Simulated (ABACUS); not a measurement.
CoO:

```
Co O
1.0
     0.00000    2.13150    2.13150
     2.13150    0.00000    2.13150
     2.13150    2.13150    0.00000
Co O
1 1
Cartesian
  0.0000 0.0000 0.0000
  2.1315 2.1315 2.1315
```

Base run:

| Item | Value |
| --- | --- |
| Program | ABACUS 3.10.1 |
| Functional | PBE |
| Potentials or basis | PseudoDojo NC SR 0.4.1 PBE standard |
| Cutoff | 1320 eV |
| Density cutoff | 5279 eV |
| Basis | plane waves |
| k mesh | 11 × 11 × 11 |
| Occupations | fermi-dirac, width 0.05 eV |
| Spin | collinear spin, ferromagnetic start |
| Starting moments | [2.0, 0.0] μB |

Its results: band gap on the k mesh none (metal or under the smearing width); pressure -2.0 GPa; net moment 2.99 μB per cell.

Question: The run is repeated on the same cell with these changes: cutoff from 1320 eV to 1361 eV; density cutoff from 5279 eV to 5442 eV; basis from plane waves to DZP LCAO (the cutoffs set its grid). What comes out?

Answer: Band gap on the k mesh none (metal or under the smearing width); pressure -1.2 GPa; net moment 2.99 μB per cell; site moments Co +2.68; O +0.31 μB.

Caveats: a cell with one magnetic atom can't hold antiferromagnetic order, which such compounds often take; semilocal functionals often make such compounds metallic where correlation or magnetic order opens a gap, which also shifts bond lengths; the atomic orbitals were generated for these runs and aren't a published set (some runs); the basis of atomic orbitals isn't converged, which shifts pressures, moduli and gaps (some runs).

Not every run made on this cell is shown here.
